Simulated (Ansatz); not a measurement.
Rows from a G0W0 calculation on GeSb2Te4 (R3m) (Ansatz 0.2.0; G0W0 on PBE, plane waves, PAW; PAW set soft_1; 4×4×4 mesh, 179 empty bands, screening to 150 eV, PAW set soft_1 files), in eV. Spin-orbit coupling is left out.

```tsv
row	k	band	start	Σx	Σc at the solution	Vxc
A	(0.000, -0.500, -0.500)	v1	8.351	-14.081	0.397	-13.774
B	(-0.500, -0.500, -0.500)	v1	8.788	-12.575	-0.509	-13.294
C	(0.000, -0.500, -0.500)	c2	9.681	-9.882	-2.737	-12.870
D	(0.000, -0.500, -0.500)	v2	7.466	-15.156	1.497	-13.662
E	(-0.500, -0.500, -0.500)	c1	9.194	-10.000	-2.607	-12.848
F	(0.000, -0.500, -0.500)	c1	9.171	-9.855	-2.464	-12.565
```

**Question.** Work out each quasiparticle level and how far it moved.

The quasiparticle equation reads E = start + Σx + Σc(E) − Vxc.

```tsv
row	E (eV)	shift (eV)
A	8.441	+0.090
B	8.997	+0.209
C	9.931	+0.250
D	7.470	+0.004
E	9.434	+0.240
F	9.418	+0.247
```

The gap over the computed points goes from 0.38 eV to 0.42 eV.

Limits: not at the basis limit; mesh may overstate the screening; no spin-orbit coupling.

[Paths, hosts, dates, memory and timing lines, banners, echoed tables and standing remarks are left out of the program output.]

[Logs are printed without paths, hosts, clocks, repeated set-up lines and the standing remarks that a program may print on its own settings, such as how far it seeks lower states.]

[Runs of the session that timed out or met a known fault of the program may be left out.]

[Cells called generated may have been cut or substituted from an entry of the Crystallography Open Database or the Materials Project.]

[Hosts, paths, dates, database ids (printed as entryN), source tags and the programs' standing remarks are cut or masked in the printed files.]
